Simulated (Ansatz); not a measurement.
# WGe2As4 monolayer in a perpendicular field, part 2 of 2

What dipole does a perpendicular field induce in the WGe2As4 monolayer, and does the gap follow? A positive field points along +c.

Ansatz 0.2.0; plane-wave DFT, PBE-D3(BJ), Ansatz PAW.

So far. Step 2 (Relaxing the slab): The lattice constant a goes from 3.730 to 3.636 Å.

## Step 3: Single point, field 0

A sawtooth potential applies the field, turning back in the middle of the vacuum. With the dipole correction the typed value is the field outside the slab. The induced dipole is small, so the SCF threshold is tight.

The cell differs from the one that the last finished run ended in (c 49.778 → 28.171 Å).

Input file input.yaml:

```yaml
crystal:
  lattice:
    - [3.6362718343, 0.0, 0.0]
    - [-1.8181359171, 3.1491037835, 0.0]
    - [0.0, 0.0, 28.171007708]
  atoms:
    - { symbol: As, position: [0.0, 0.0, 0.3194773894] }
    - { symbol: Ge, position: [0.3333333333, 0.6666666667, 0.3616903976] }
    - { symbol: As, position: [0.3333333333, 0.6666666667, 0.4478842191] }
    - { symbol: W, position: [0.0, 0.0, 0.5] }
    - { symbol: As, position: [0.3333333333, 0.6666666667, 0.5521157809] }
    - { symbol: Ge, position: [0.3333333333, 0.6666666667, 0.6383096024] }
    - { symbol: As, position: [0.0, 0.0, 0.6805226106] }
kpoints:
  mp_grid: { grid: [12, 12, 1] }
  band_path:
    path: [[0, 0, 0], [0.5, 0, 0], [0.33333333, 0.33333333, 0], [0, 0, 0]]
    npoints: 16
hamiltonian:
  xc: pbe
  dispersion: d3bj
scf:
  occupations: { method: fermi_dirac, width: 0.02585 }
  convergence: { dr2_threshold: 1.0e-10 }
efield:
  axis: 3
  dipole_correction: true
  ramp_position: 0.97
  ramp_width: 0.06
  amplitude: 0
output:
  dos: { projected: true, e_range: [-6, 5] }
  write_potential: true
  write_density: true
  volumetric_format: npy
  elf: true
```

Command:

```sh
$ ansatz run input.yaml --threads 4 --pin off --max-ram 6144MiB --backend cpu --events-out ev --progress --plain --runs-dir out
```

Numbers of over 12 decimals in the logs are rounded to 6 here.

The log of the run:

```text
[...]
Crystal: 7 atoms, lattice volume = 322.586 Å³
Basis set: ecut = 420 eV, 6227 PW (Γ)
Bands: 62, of which v1, the nominal top of the filled ones, is band 51 counted from 1 (50 counted from 0)
Symmetry: 6 space group operations
k-points: 19 of 144 (time reversal used)
[...]
SCF iter   1: F=—  HF=-38401.626074 eV  |F-HF|=—  |Δ(HF+E_count)|=         —  Δρ=4.23e-3  dr2=5.43e-1  ethr=1.77e-3  p=0.000 e·Å  D=3.14e-13 V/Å  ΔV_dip=-0.00 eV  dr2_dipole=1.81e-7  V_vac-E_F(+/−)=4.99/4.99 eV  ⟨swp⟩=7.3  Hψ=4616  notcnv=0  defer=5
efield: sawtooth ramp at fractional position 0.9700 (set: `efield.ramp_position`, or a place that a band, a saddle search or an elastic batch's reference lends), width 0.0600; the density the first Hamiltonian is built on has a dipole p = 0.000 e·Å; the dipole correction subtracts the counter field D = 3.14e-13 V/Å, which shifts the + side's vacuum level by -0.00 eV against the − side's; the planar-averaged density in the ramp window peaks in size at 2.8e-5 e/Å³
[...]
SCF iter   2: F=—  HF=-38401.654814 eV  |F-HF|=—  |Δ(HF+E_count)|=   2.87e-2  Δρ=5.39e-3  dr2=9.06e-1  ethr=5.33e-4  p=0.000 e·Å  D=7.72e-5 V/Å  ΔV_dip=-0.00 eV  dr2_dipole=1.48e-6  V_vac-E_F(+/−)=4.06/4.06 eV  ⟨swp⟩=3.0  Hψ=1645  notcnv=0  defer=80
[...]
SCF iter  13: F=-38401.582525 eV  HF=-38401.582525 eV  |F-HF|=2.18e-11  |Δ(HF+E_count)|=  5.82e-11  Δρ=9.11e-8  dr2=7.06e-11  ethr=1.00e-12  p=-0.000 e·Å  D=-1.90e-7 V/Å  ΔV_dip=0.00 eV  dr2_dipole=4.62e-12  V_vac-E_F(+/−)=4.58/4.58 eV  ⟨swp⟩=10.9  Hψ=3839  notcnv=0
SCF 1 converged in 13 iterations: F = -38401.582525 eV  dr2 = 7.06e-11
[...]
NSCF: frozen V_eff on 49 k-points
efield: sawtooth ramp at fractional position 0.9700 (kept from the solve that this one continues, or follows in the run), width 0.0600; the density the first Hamiltonian is built on has a dipole p = -0.000 e·Å; the dipole correction subtracts the counter field D = -1.90e-7 V/Å, which shifts the + side's vacuum level by +0.00 eV against the − side's; the planar-averaged density in the ramp window peaks in size at 1.1e-5 e/Å³
WARN: The output density's exchange-correlation potential varies sharply where the density is thin. Do not read a vacuum level from v_tot or v_xc, or from such a field of the output density. On a cell that repeats whose density bears no net charge and no dipole along the vacuum's axis use v_es (v_loc + v_h of the components); under efield.dipole_correction with no amplitude use v_es + v_field, which holds any externa [...]
SCF converged after 13 iterations
Free energy (F): -38401.582525 eV
[...]
Internal energy: -38401.582524 eV  (E = F + TS)
E sigma→0 (E₀):  -38401.582525 eV
Entropy (-TS):   -0.000000 eV (-0.000 meV/atom)
Fermi energy:    2.541632 eV
Dipole field:    D = 0.000002 V/Å  (p = 0.000004 e·Å, saw-weighted, corrected)
Work function:   Φ+ = 4.5757 eV   Φ− = 4.5758 eV
Levels:          The Fermi level and band energies are counted from a zero that moves with the ramp; work functions are not
[...]
--- Band table (eV; the first three rows and the last of 19) ---
  k-point 0: bands = [... 47 lower, 2.0889, 2.1277, 2.1277, 2.1588, 4.4624, 4.4678, 5.2179, 5.2179, ... 7 higher]
  k-point 1: bands = [... 47 lower, 1.4915, 1.8841, 1.9302, 2.1748, 4.6763, 4.7709, 5.2576, 5.3561, ... 7 higher]
  k-point 2: bands = [... 47 lower, 1.3307, 1.4332, 1.4904, 2.0036, 4.2508, 4.3676, 5.0674, 5.2829, ... 7 higher]
  k-point 18: bands = [... 47 lower, -0.3349, 0.4990, 1.1984, 2.2416, 2.8574, 3.0695, 4.1529, 4.1942, ... 7 higher]
```

The job ended after 16 s (4 threads of Intel Xeon Platinum 8488C (Sapphire Rapids), shared host; peak memory 1.2 GiB; 60 s of CPU time).

The column dr2 measures how far the density is from self-consistency, as an energy; F and HF (Harris–Foulkes) agree once it is small.

This step gave:

| Property | Result |
| --- | --- |
| dipole along the normal | 3.72e-6 e·Å |
| gap along the path | 0.6015 eV |
| smallest direct gap along the path | 0.6159 eV |
| ionisation energy, upper face | 4.876 eV |
| electron affinity, upper face | 4.274 eV |
| gap, the smaller of path and mesh | 0.6015 eV |

Running mean over a fixed 2.8 Å (it still follows the layers) of the planar mean; the ramp of the sawtooth is left out. Electron's electrostatic potential energy less the Fermi level against z:

z (Å), electron's electrostatic potential energy less the Fermi level (eV) and a bar from the least value:
```
      3.5       4.58 ##############################
      4.0       4.58 ##############################
      4.5       4.57 ##############################
      5.0       4.57 ##############################
      5.5       4.56 ##############################
      6.0       4.52 ##############################
      6.5       4.33 #############################
      7.0       3.60 ############################
      7.5       2.38 #########################
      8.0       0.91 #####################
      8.5      -1.30 ################
      9.0      -3.45 ##########
      9.5      -4.76 #######
     10.0      -4.47 ########
     10.5      -3.89 #########
     11.0      -3.23 ###########
     11.5      -2.06 ##############
     12.0      -1.75 ###############
     12.5      -3.20 ###########
     13.0      -5.77 #####
     13.5      -7.32 #
     14.0      -7.75 
     14.5      -7.54 #
     15.0      -6.48 ###
     15.5      -4.07 #########
     16.0      -2.01 ##############
     16.5      -1.80 ##############
     17.0      -2.80 ############
     17.5      -3.75 ##########
     18.0      -4.23 #########
     18.5      -4.83 #######
     19.0      -4.05 #########
     19.5      -2.07 ##############
     20.0       0.21 ###################
     20.5       1.94 ########################
     21.0       3.20 ###########################
     21.5       4.17 #############################
     22.0       4.48 ##############################
     22.5       4.55 ##############################
     23.0       4.57 ##############################
     23.5       4.57 ##############################
     24.0       4.58 ##############################
     24.5       4.58 ##############################
     25.0       4.58 ##############################
```

The density of states has structure finer than the step of the table below, so its rows give means over 0.25 eV, whole bins alone (the curve runs from -6 to 2.3 eV). Peaks (eV: height): -5.040: 8.78, -2.440: 8.28, -2.110: 12.8, -2.060: 10.9, -1.970: 7.87, -1.730: 9.78, 1.580: 8.86.

The density of states by energy, zero at the Fermi level of the run, which the smearing sets inside the gap; means over each step:

```
energy (eV)  density of states (states/eV a cell)
      -5.75                                     0
      -5.50                                  1.02
      -5.25                                  2.54
      -5.00                                  4.72
      -4.75                                  3.56
      -4.50                                  4.20
      -4.25                                  3.03
      -4.00                                  3.44
      -3.75                                  2.52
      -3.50                                  3.91
      -3.25                                  3.54
      -3.00                                  5.11
      -2.75                                  5.82
      -2.50                                  7.34
      -2.25                                  5.94
      -2.00                                  7.77
      -1.75                                  6.07
      -1.50                                  4.68
      -1.25                                  2.64
      -1.00                                  4.77
      -0.75                                  2.55
      -0.50                                  1.80
      -0.25                                 0.134
       0.00                                     0
       0.25                                 0.403
       0.50                                  1.49
       0.75                                  2.84
       1.00                                  1.91
       1.25                                  3.19
       1.50                                  4.64
       1.75                                  5.49
       2.00                                  5.24
```

Projected DOS per atom over height of the atomic layer and energy from the Fermi level. Layers: As Ge As W As Ge As from below.

Ten even steps from '0' (0.00 states/eV) to '9' (2.18 states/eV), each cell a mean:
```
2226222
2228222
1117111
0004000
0104010
0000000
0000000
0004000
1119111
2122212
4145414
6246426
5345435
4235324
2123212
2223222
2113112
1223221
1233321
1243421
0011100
0000000
```
Columns: height of the atomic layer (Å) from 9 to 19.2 (not evenly spaced); rows upwards: energy from the Fermi level (eV) from -5.96 to 2.23.

Electronic bands along the path, in eV, zero at the Fermi level of the run, which the smearing sets inside the gap:

```
  point  band 48  band 49  band 50  band 51  band 52  band 53  band 54  band 55
      Γ    -0.45    -0.41    -0.41    -0.38     1.92     1.93     2.68     2.68
halfway    -1.54    -1.52    -1.50    -0.89     1.34     1.61     1.91     2.32
      M    -2.22    -2.20    -1.50    -1.08     0.90     1.19     1.32     1.36
halfway    -2.51    -2.13    -1.68    -0.80     0.52     0.95     1.59     2.41
      K    -2.88    -2.04    -1.34    -0.30     0.32     0.53     1.61     1.65
halfway    -2.07    -2.03    -1.44    -0.96     1.35     1.73     2.05     2.66
      Γ    -0.45    -0.41    -0.41    -0.38     1.92     1.93     2.68     2.68
```

ELF in the ca plane at fractional y = 0.667, with atoms of Ge and As within 0.2 Å of it. It is the smooth field of the valence electrons, not physical close to the nuclei.

Ten even steps from '0' (0.00) to '9' (0.72), each cell a mean:
```
00000000000000125798877653111355322224542112
00000000000000135899877642001233222222331001
00000000000000014688788764223577532246764223
00000000000000001245677655567889863479987655
00000000000000000012354224698756863477568985
00000000000000000001243002699523653464237984
00000000000000000001343102699634763475347985
00000000000000000123566445688878864488888875
00000000000000012466788765445789743368986444
```
Columns run along c (16.0 Å, from fractional 0.06 to 0.62 of the cell), rows up along a (3.6 Å). Atoms in or near the plane, at fractional coordinates: Ge at (0.36, 0.33), As at (0.45, 0.33), As at (0.55, 0.33).

Electrostatic potential energy in the ca plane at fractional y = 0.667, with atoms of Ge and As within 0.2 Å of it. With pseudopotentials it is smooth inside the atoms' cores, unlike the true potential.

Values in eV, 5 rows by 16 columns, each cell a mean:
```
  7   7   7   7   7   7   5  -2   2   5   6   3  -6   0   5   5
  7   7   7   7   7   7   5   1  -1   2   3   0  -2   0   1   4
  7   7   7   7   7   7   6   1 -20 -12  -7  -7   0  -7  -7  -6
  7   7   7   7   7   7   6   0 -23 -16  -6  -2  -2  -6  -4 -10
  7   7   7   7   7   7   6   2  -8  -2  -2  -6   0  -4  -5   1
```
Columns run along c (16.0 Å, from fractional 0.06 to 0.62 of the cell; values clipped at the 3rd and 97th percentile), rows up along a (3.6 Å). Atoms in or near the plane, at fractional coordinates: Ge at (0.36, 0.33), As at (0.45, 0.33), As at (0.55, 0.33).

Valence density in the ca plane at fractional y = 0.667, with atoms of Ge and As within 0.2 Å of it. It is the smooth field of the valence electrons, not physical close to the nuclei.

Values in e/Å³, 5 rows by 16 columns, each cell a mean:
```
 0  0  0  0  0  0  0  0  0  0  0  0  0  0  0  0
 0  0  0  0  0  0  0  0  0  0  0  0  0  0  0  0
 0  0  0  0  0  0  0  0  5  2  2  5  0  3  4  1
 0  0  0  0  0  0  0  0 13  3  4 10  0  5  9  1
 0  0  0  0  0  0  0  0  1  0  0  1  0  1  1  0
```
Columns run along c (16.0 Å, from fractional 0.06 to 0.62 of the cell), rows up along a (3.6 Å). Atoms in or near the plane, at fractional coordinates: Ge at (0.36, 0.33), As at (0.45, 0.33), As at (0.55, 0.33).

The gap is 0.60 eV, with the valence edge 4.88 eV and the conduction edge 4.27 eV under the upper vacuum level. Spin-orbit coupling, left out in this run, matters for the bands of elements this heavy.

## Step 4: Atoms held, field 0.1 V/Å

input.yaml, as its differences from that of step 3:

```diff
@@ -29,5 +29,4 @@
   ramp_width: 0.06
-  amplitude: 0
+  amplitude: 0.1
 output:
-  dos: { projected: true, e_range: [-6, 5] }
   write_potential: true
@@ -35,2 +34 @@
   volumetric_format: npy
-  elf: true
```

The log of the run:

```text
[...]
Crystal: 7 atoms, lattice volume = 322.586 Å³
Basis set: ecut = 420 eV, 6227 PW (Γ)
Bands: 62, of which v1, the nominal top of the filled ones, is band 51 counted from 1 (50 counted from 0)
Symmetry: 6 space group operations
k-points: 19 of 144 (time reversal used)
[...]
k-point 0: bands = [... 47 lower, 2.0782, 2.1375, 2.1375, 2.1586, 4.4340, 4.4944, 5.2170, 5.2170, ... 7 higher]
  k-point 1: bands = [... 47 lower, 1.4913, 1.8747, 1.9388, 2.1746, 4.6691, 4.7754, 5.2537, 5.3587, ... 7 higher]
  k-point 2: bands = [... 47 lower, 1.3300, 1.4254, 1.4974, 2.0034, 4.2465, 4.3702, 5.0662, 5.2823, ... 7 higher]
  k-point 18: bands = [... 47 lower, -0.3357, 0.4983, 1.1987, 2.2411, 2.8570, 3.0689, 4.1526, 4.1930, ... 7 higher]
[key lines of the parts left out:]
SCF converged after 17 iterations
Free energy (F): -38401.586405 eV
Fermi energy:    2.541197 eV
Dipole field:    D = 0.043529 V/Å  (p = 0.077599 e·Å, saw-weighted, corrected)
```

It took 17 s on 4 threads; peak memory 1.1 GiB; 67 s of CPU time.

The dipole is 0.0776 e·Å, and the gap 0.601 eV.

## Step 5: Single point, field -0.1 V/Å

input.yaml, as its differences from that of step 4:

```diff
@@ -29,3 +29,3 @@
   ramp_width: 0.06
-  amplitude: 0.1
+  amplitude: -0.1
 output:
```

The log of the run:

```text
[...]
Crystal: 7 atoms, lattice volume = 322.586 Å³
Basis set: ecut = 420 eV, 6227 PW (Γ)
Bands: 62, of which v1, the nominal top of the filled ones, is band 51 counted from 1 (50 counted from 0)
Symmetry: 6 space group operations
k-points: 19 of 144 (time reversal used)
[...]
k-point 0: bands = [... 47 lower, 2.0782, 2.1375, 2.1375, 2.1586, 4.4340, 4.4944, 5.2170, 5.2170, ... 7 higher]
  k-point 1: bands = [... 47 lower, 1.4913, 1.8747, 1.9388, 2.1746, 4.6691, 4.7754, 5.2537, 5.3587, ... 7 higher]
  k-point 2: bands = [... 47 lower, 1.3300, 1.4254, 1.4974, 2.0034, 4.2465, 4.3702, 5.0662, 5.2823, ... 7 higher]
  k-point 18: bands = [... 47 lower, -0.3357, 0.4983, 1.1987, 2.2411, 2.8570, 3.0689, 4.1526, 4.1930, ... 7 higher]
[key lines of the parts left out:]
SCF converged after 17 iterations
Free energy (F): -38401.586405 eV
Fermi energy:    2.541196 eV
Dipole field:    D = -0.043530 V/Å  (p = -0.077602 e·Å, saw-weighted, corrected)
```

Elapsed: 17 s, on 4 threads; peak memory 1.1 GiB; 66 s of CPU time.

The dipole is -0.0776 e·Å, and the gap 0.601 eV.

## Step 6: Response, atoms held

This step: plane-wave DFT, PBE-D3(BJ), Ansatz PAW; response to a field along the normal, atoms held (Ansatz 0.2.0).

The dipoles give the slope, and the difference of two potentials shows where the field is screened.

This step gave:

```
equivalent conductor thickness p/(ε₀AE) : 12.26 Å
distance between the outer atoms        : 10.17 Å
```

Table of dipole of the cell by applied field:

```
applied field (V/Å)  dipole of the cell (e·Å)
            -0.1000                   -0.0776
             0.0000                    3.7e-6
             0.1000                    0.0776
```

Local field over the applied field, running mean. From the potentials at -0.1 and 0.1 V/Å; running mean over 2.5 Å. The local field over applied field by z:

z (Å), local field over applied field and a bar:
```
        5      0.993 ##############################
        6      0.951 #############################
        7      0.760 #######################
        8      0.413 ############
        9      0.107 ##
       10      0.038 
       11      0.062 #
       12      0.064 #
       13      0.047 
       14      0.031 
       15      0.045 
       16      0.059 #
       17      0.069 #
       18      0.039 
       19      0.078 #
       20      0.353 ##########
       21      0.706 #####################
       22      0.934 ############################
       23      0.990 ##############################
       24      0.999 ##############################
```

Electrons, planar mean, per unit field. Induced electron density against z:

z (Å), induced electron density (e/Å³ per V/Å) and a bar from the least value:
```
      4.5    0.00001 ##############
      5.0    0.00003 ###############
      5.5    0.00009 ###############
      6.0    0.00024 ################
      6.5    0.00061 #################
      7.0    0.00142 #####################
      7.5    0.00278 ###########################
      8.0    0.00347 ##############################
      8.5    0.00152 #####################
      9.0    0.00072 ##################
      9.5    0.00054 #################
     10.0   -0.00064 ############
     10.5   -0.00096 ##########
     11.0    0.00039 ################
     11.5    0.00008 ###############
     12.0   -0.00023 #############
     12.5    0.00075 ##################
     13.0    0.00010 ###############
     13.5   -0.00030 #############
     14.0   -0.00010 ##############
     14.5    0.00024 ################
     15.0    0.00014 ###############
     15.5   -0.00056 ############
     16.0   -0.00017 ##############
     16.5    0.00017 ###############
     17.0   -0.00043 #############
     17.5    0.00042 ################
     18.0    0.00107 ###################
     18.5   -0.00029 #############
     19.0   -0.00060 ############
     19.5   -0.00100 ##########
     20.0   -0.00306 #
     20.5   -0.00322 
     21.0   -0.00184 ######
     21.5   -0.00082 ###########
     22.0   -0.00033 #############
     22.5   -0.00013 ##############
     23.0   -0.00004 ##############
     23.5   -0.00002 ##############
     24.0   -0.00001 ##############
```

The smaller of the gaps on the path and on the k-mesh, counted as 0 under 0.03 eV. The gap stays at 0.602 eV for applied field from -0.1 to 0.1 V/Å.

By hand: between -0.1 and 0.1 V/Å the dipole changes by 0.1552 e·Å, a slope of 0.7760 e·Å²/V. A perfect conductor of thickness t has p = ε₀AEt, so t = 180.95 × 0.7760 / 11.451 = 12.26 Å (e/ε₀ = 180.95 V·Å, A in Å²).

The induced dipole is that of a conductor 12.26 Å thick.

## Step 7: Outcome

```json
{
  "gap without field": "0.601 eV",
  "ionisation energy, upper face": "4.88 eV",
  "electron affinity, upper face": "4.27 eV",
  "equivalent conductor thickness, atoms held": "12.3 Å"
}
```

**Reading.** The induced dipole equals that of a perfect conductor 12.26 Å thick, while the outer atoms lie 10.17 Å apart; an out-of-plane ε follows only once a thickness t is chosen, by 1 − 1/ε = 12.26 Å / t. The gap stays within 0.01 eV of 0.60 eV over the fields run, up to 0.1 V/Å in size. Semilocal functionals give gaps that are too small, and excitons are not included. Spin-orbit coupling is left out, which matters for the bands of elements this heavy. The outer anions sit over the metal atoms, one of several polytypes of such layers and not the lowest for every compound.

[Logs are printed without paths, hosts, clocks, repeated set-up lines and the standing remarks that a program may print on its own settings, such as how far it seeks lower states.]

[Hosts, paths, dates, database ids (printed as entryN), source tags and the programs' standing remarks are cut or masked in the printed files.]

[Maps of the electrostatic potential energy from Ansatz leave out the sawtooth potential of an applied field or a dipole correction, so their vacuum need not be flat; planar profiles and work functions include it.]

[The density of states shown here was stored with 400 of the rows of the run's finer table, so its peaks can read low, often by over a quarter, or be missed, and its means over a window can be off by a tenth or more.]
